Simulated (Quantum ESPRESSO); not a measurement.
# SnTe (Fm-3m) in Quantum ESPRESSO: a series of runs, part 2 of 4

Quantum ESPRESSO 7.5.

### 3 Phonons, PBE

Input file pw.in:

```
&CONTROL
  calculation = 'scf'
  prefix = 'pwscf'
  outdir = './tmp'
  pseudo_dir = './pseudo'
  tprnfor = .true.
  tstress = .true.
  disk_io = 'low'
/
&SYSTEM
  ibrav = 0
  nat = 2
  ntyp = 2
  ecutwfc = 80
  nbnd = 22
  occupations = 'smearing'
  smearing = 'gaussian'
  degauss = 0.00999582
/
&ELECTRONS
  conv_thr = 4d-10
  electron_maxstep = 120
  mixing_beta = 0.5
/
ATOMIC_SPECIES
Te   127.6000 Te.upf
Sn   118.7100 Sn.upf
CELL_PARAMETERS angstrom
   0.0000000000    3.1508500000    3.1508500000
   3.1508500000    0.0000000000    3.1508500000
   3.1508500000    3.1508500000    0.0000000000
ATOMIC_POSITIONS crystal
Te     0.5000000000    0.5000000000    0.5000000000
Sn     0.0000000000    0.0000000000    0.0000000000
K_POINTS automatic
7 7 7 0 0 0
```

Input file relax.in:

```
&CONTROL
  calculation = 'vc-relax'
  prefix = 'pwscf'
  outdir = './tmp'
  pseudo_dir = './pseudo'
  tprnfor = .true.
  tstress = .true.
  disk_io = 'low'
  nstep = 40
  forc_conv_thr = 0.0001
  etot_conv_thr = 1d-06
/
&SYSTEM
  ibrav = 0
  nat = 2
  ntyp = 2
  ecutwfc = 80
  nbnd = 22
  occupations = 'smearing'
  smearing = 'gaussian'
  degauss = 0.00999582
/
&ELECTRONS
  conv_thr = 4d-10
  electron_maxstep = 120
  mixing_beta = 0.5
/
&IONS
  ion_dynamics = 'bfgs'
/
&CELL
  cell_dynamics = 'bfgs'
  press = 0
  press_conv_thr = 0.2
/
ATOMIC_SPECIES
Te   127.6000 Te.upf
Sn   118.7100 Sn.upf
CELL_PARAMETERS angstrom
   0.0000000000    3.1508500000    3.1508500000
   3.1508500000    0.0000000000    3.1508500000
   3.1508500000    3.1508500000    0.0000000000
ATOMIC_POSITIONS crystal
Te     0.5000000000    0.5000000000    0.5000000000
Sn     0.0000000000    0.0000000000    0.0000000000
K_POINTS automatic
7 7 7 0 0 0
```

Input file scf2.in:

```
&CONTROL
  calculation = 'scf'
  prefix = 'pwscf'
  outdir = './tmp'
  pseudo_dir = './pseudo'
  tprnfor = .true.
  tstress = .true.
  disk_io = 'low'
/
&SYSTEM
  ibrav = 0
  nat = 2
  ntyp = 2
  ecutwfc = 80
  nbnd = 22
  occupations = 'fixed'
/
&ELECTRONS
  conv_thr = 1d-13
  electron_maxstep = 120
  mixing_beta = 0.5
  startingpot = 'file'
  startingwfc = 'file'
/
ATOMIC_SPECIES
Te   127.6000 Te.upf
Sn   118.7100 Sn.upf
CELL_PARAMETERS angstrom
   0.0000000000    3.2041486179    3.2041486179
   3.2041486179    0.0000000000    3.2041486179
   3.2041486179    3.2041486179    0.0000000000
ATOMIC_POSITIONS crystal
Te     0.5000000000    0.5000000000    0.5000000000
Sn     0.0000000000    0.0000000000    0.0000000000
K_POINTS automatic
7 7 7 0 0 0
```

Input file ph.in:

```
phonons of SnTe
&INPUTPH
  prefix = 'pwscf'
  outdir = './tmp'
  tr2_ph = 1d-16
  fildyn = 'dyn'
  niter_ph = 60
  alpha_mix(1) = 0.7
  epsil = .true.
/
0.0000000000 0.0000000000 0.0000000000
```

Input file dynmat.in:

```
&INPUT
  fildyn = 'dyn'
  asr = 'crystal'
  lperm = .true.
  filout = 'dynmat.disp'
  fileig = 'dynmat.eig'
/
```

Input file dynmat_lo.in:

```
&INPUT
  fildyn = 'dyn'
  asr = 'crystal'
  filout = 'dynmat_lo.disp'
  fileig = 'dynmat_lo.eig'
  q(1) = 0
  q(2) = 0
  q(3) = 1
/
```

Potentials or basis: PseudoDojo 0.4.1 SR PBE standard.

Launch:

```bash
$ OMP_NUM_THREADS=1 pw.x -in pw.in > pw.out
$ OMP_NUM_THREADS=1 pw.x -in relax.in > relax.out
$ OMP_NUM_THREADS=1 pw.x -in scf2.in > scf2.out
$ OMP_NUM_THREADS=1 ph.x -in ph.in > ph.out
$ OMP_NUM_THREADS=1 dynmat.x -in dynmat.in > dynmat.out
$ OMP_NUM_THREADS=1 dynmat.x -in dynmat_lo.in > dynmat_lo.out
```

pw.out:

```text
This program is part of the open-source Quantum ESPRESSO suite
     for quantum simulation of materials; please cite
[... 9 lines left out ...]
     --------------------
     sticks:   dense  smooth     PW     G-vecs:    dense   smooth      PW
     Sum        1555    1555    439                40821    40821    6231

     Using Slab Decomposition

     bravais-lattice index     =            0
     lattice parameter (alat)  =       8.4206  a.u.
     unit-cell volume          =     422.1918 (a.u.)^3
     number of atoms/cell      =            2
     number of atomic types    =            2
     number of electrons       =        30.00
     number of Kohn-Sham states=           22
     kinetic-energy cutoff     =      80.0000  Ry
     charge density cutoff     =     320.0000  Ry
     scf convergence threshold =      4.0E-10
     mixing beta               =       0.5000
     number of iterations used =            8  plain     mixing
     Exchange-correlation= PBE
                           (   1   4   3   4   0   0   0)

     celldm(1)=   8.420572  celldm(2)=   0.000000  celldm(3)=   0.000000
     celldm(4)=   0.000000  celldm(5)=   0.000000  celldm(6)=   0.000000

     crystal axes: (cart. coord. in units of alat)
               a(1) = (   0.000000   0.707107   0.707107 )
               a(2) = (   0.707107   0.000000   0.707107 )
               a(3) = (   0.707107   0.707107   0.000000 )

     reciprocal axes: (cart. coord. in units 2 pi/alat)
               b(1) = ( -0.707107  0.707107  0.707107 )
               b(2) = (  0.707107 -0.707107  0.707107 )
               b(3) = (  0.707107  0.707107 -0.707107 )

     PseudoPot. # 1 for Te read from file:
     Te.upf
     Pseudo is Norm-conserving + core correction, Zval = 16.0
     Generated using ONCVPSP code by D. R. Hamann
     Using radial grid of 1294 points,  6 beta functions with:
                l(1) =   0
                l(2) =   0
                l(3) =   1
                l(4) =   1
                l(5) =   2
                l(6) =   2

     PseudoPot. # 2 for Sn read from file:
     Sn.upf
     Pseudo is Norm-conserving + core correction, Zval = 14.0
     Generated using ONCVPSP code by D. R. Hamann
     Using radial grid of 1628 points,  6 beta functions with:
                l(1) =   0
                l(2) =   0
                l(3) =   1
                l(4) =   1
                l(5) =   2
                l(6) =   2

     atomic species   valence    mass     pseudopotential
     Te               16.00   127.60000     Te( 1.00)
     Sn               14.00   118.71000     Sn( 1.00)

     48 Sym. Ops., with inversion, found

   Cartesian axes

     site n.     atom                  positions (alat units)
         1        Te     tau(   1) = (   0.7071068   0.7071068   0.7071068  )
         2        Sn     tau(   2) = (   0.0000000   0.0000000   0.0000000  )

     number of k points=    20  Gaussian smearing, width (Ry)=  0.0100
                       cart. coord. in units 2pi/alat
        k(    1) = (   0.0000000   0.0000000   0.0000000), wk =   0.0058309
        k(    2) = (   0.1010153   0.1010153  -0.1010153), wk =   0.0466472
        k(    3) = (   0.2020305   0.2020305  -0.2020305), wk =   0.0466472
        k(    4) = (   0.3030458   0.3030458  -0.3030458), wk =   0.0466472
        k(    5) = (   0.2020305  -0.0000000   0.0000000), wk =   0.0349854
        k(    6) = (   0.3030458   0.1010153  -0.1010153), wk =   0.1399417
[... 12 lines left out ...]
        k(   19) = (  -0.1010153  -0.5050763   0.7071068), wk =   0.1399417
        k(   20) = (   0.0000000  -0.4040610   0.6060915), wk =   0.1399417

     Dense  grid:    40821 G-vectors     FFT dimensions: (  48,  48,  48)

     Initial potential from superposition of free atoms

     starting charge      29.9983, renormalised to      30.0000
     Starting wfcs are   18 randomized atomic wfcs +    4 random wfcs

     Self-consistent Calculation

     iteration #  1     ecut=    80.00 Ry     beta= 0.50
     Davidson diagonalization with overlap
     ethr =  1.00E-02,  avg # of iterations =  4.6

     Threshold (ethr) on eigenvalues was too large:
     Diagonalizing with lowered threshold

     Davidson diagonalization with overlap
     ethr =  5.58E-05,  avg # of iterations =  5.2

     total energy              =    -367.37042288 Ry
     estimated scf accuracy    <       0.01662064 Ry
[... 43 lines left out ...]
     iteration #  8     ecut=    80.00 Ry     beta= 0.50
     Davidson diagonalization with overlap
     ethr =  6.07E-12,  avg # of iterations =  2.0

     End of self-consistent calculation

          k = 0.0000 0.0000 0.0000 (  5029 PWs)   bands (ev):

   -27.1531 -27.1531 -27.1502 -27.1502 -27.1502 -11.9515 -11.9515 -11.9485
   -11.9485 -11.9485  -2.8487   5.2730   7.8222   7.8222   7.8222  13.3421
    13.3421  13.3421  14.7393  14.7393  14.7393  16.8802

          k = 0.1010 0.1010-0.1010 (  5065 PWs)   bands (ev):
[... 85 lines left out ...]
   -27.1534 -27.1526 -27.1504 -27.1490 -27.1490 -11.9681 -11.9509 -11.9484
   -11.9388 -11.9383  -1.2442   3.0574   4.5155   6.3845   6.6446  12.6576
    14.0718  14.3690  16.0470  19.2685  19.6896  20.1945

          k = 0.4041 0.2020 0.0000 (  5091 PWs)   bands (ev):

   -27.1531 -27.1528 -27.1501 -27.1495 -27.1494 -11.9605 -11.9521 -11.9486
   -11.9422 -11.9422  -1.8491   2.7987   6.2822   7.2062   8.3241  11.5753
    12.3829  13.5099  14.5724  17.6119  18.4216  19.2710

          k =-0.2020-0.4041 0.6061 (  5099 PWs)   bands (ev):
[... 13 lines left out ...]
   -27.1532 -27.1526 -27.1499 -27.1495 -27.1490 -11.9638 -11.9524 -11.9464
   -11.9436 -11.9384  -1.2170   2.4774   5.0124   5.7312   8.7344  11.1572
    14.1035  15.0158  15.2616  16.4869  19.9523  20.5778

     the Fermi energy is    10.0513 ev

!    total energy              =    -367.37409852 Ry
     estimated scf accuracy    <          6.2E-11 Ry
     smearing contrib. (-TS)   =      -0.00000069 Ry
     internal energy E=F+TS    =    -367.37409783 Ry

     The total energy is F=E-TS. E is the sum of the following terms:
     one-electron contribution =    -147.86218617 Ry
     hartree contribution      =      88.85153895 Ry
     xc contribution           =     -93.34386297 Ry
     ewald contribution        =    -215.01958764 Ry

     convergence has been achieved in   8 iterations

     Forces acting on atoms (cartesian axes, Ry/au):

     atom    1 type  1   force =    -0.00000000    0.00000000   -0.00000000
     atom    2 type  2   force =     0.00000000   -0.00000000    0.00000000

     Total force =     0.000000     Total SCF correction =     0.000000

     Computing stress (Cartesian axis) and pressure

          total   stress  (Ry/bohr**3)                   (kbar)     P=       22.62
   0.00015374  -0.00000000  -0.00000000           22.62       -0.00       -0.00
  -0.00000000   0.00015374   0.00000000           -0.00       22.62        0.00
  -0.00000000   0.00000000   0.00015374           -0.00        0.00       22.62

=------------------------------------------------------------------------------=
   JOB DONE.
=------------------------------------------------------------------------------=
```

scf2.out:

```text
This program is part of the open-source Quantum ESPRESSO suite
     for quantum simulation of materials; please cite
[... 9 lines left out ...]
     --------------------
     sticks:   dense  smooth     PW     G-vecs:    dense   smooth      PW
     Sum        1627    1627    463                43143    43143    6615
[... 260 lines left out ...]
  -0.00000044  -0.00000000  -0.00000000           -0.06       -0.00       -0.00
  -0.00000000  -0.00000044  -0.00000000           -0.00       -0.06       -0.00
  -0.00000000  -0.00000000  -0.00000044           -0.00       -0.00       -0.06

=------------------------------------------------------------------------------=
   JOB DONE.
=------------------------------------------------------------------------------=
```

It took 22 min on 1 thread of Arm Neoverse V1, shared host; peak memory 0.12 GiB.

What came out:

```yaml
Free_energy: -4998.4012 eV
Relaxed_volume: 32.90 Å³/atom
Relaxed_cell: a = 4.531 Å, b = 4.531 Å, c = 4.531 Å, α = 60.00°, β = 60.00°, γ = 60.00°
Space_group_after_relaxing_to_0.05_Å: Fm-3m (No. 225)
Pressure_after_relaxing: 0.0 GPa
Highest_phonon_frequency_at_Γ_LO-TO_splitting_left_out: -7 cm⁻¹
Most_unstable_mode: 33i cm⁻¹
```

The path:
| step | energy change (eV) | largest force (eV/Å) | pressure (GPa) | volume (Å³) |
| --- | --- | --- | --- | --- |
| 1 | 0.0000 | 0.0000 | 2.26 | 62.56 |
| 2 | -0.0089 | 0.0000 | 1.70 | 63.29 |
| 3 | -0.0160 | 0.0000 | 1.12 | 64.09 |
| 4 | -0.0213 | 0.0000 | 0.30 | 65.31 |
| 5 | -0.0218 | 0.0000 | 0.01 | 65.77 |
| 6 | -0.0218 | 0.0000 | 0.00 | 65.79 |

Final structure:
```
CELL_PARAMETERS angstrom
0.00000 3.20415 3.20415
3.20415 0.00000 3.20415
3.20415 3.20415 0.00000
ATOMIC_POSITIONS crystal
Te 0.50000 0.50000 0.50000
Sn 0.00000 0.00000 0.00000
```

Phonon frequencies in cm⁻¹ (negative: imaginary):
```csv
q point,frequencies
"(0.000, 0.000, 0.000)",-33 -33 -33 -7 -7 -7
```

Optical modes at Γ, degenerate ones joined, polar ones without the macroscopic field:
```csv
cm⁻¹,components,symmetry,active in,"IR intensity, summed ((D/Å)²/amu)"
33i,3,T1u,IR,53.86
```

Zone-centre frequencies without and with the macroscopic field along z (cm⁻¹):
|  | optical modes in rising order |
| --- | --- |
| without | 33i 33i 33i |
| with the field | 33i 33i 105 |

Caveat: some modes are imaginary; the gap is small at this level, which inflates the dielectric constant; this odd mesh misses L, where the gap lies, so gap, dielectric constants and Born charges aren't listed. Spin-orbit coupling is left out, which matters for the levels of Te.

[end of part 2 of 4]
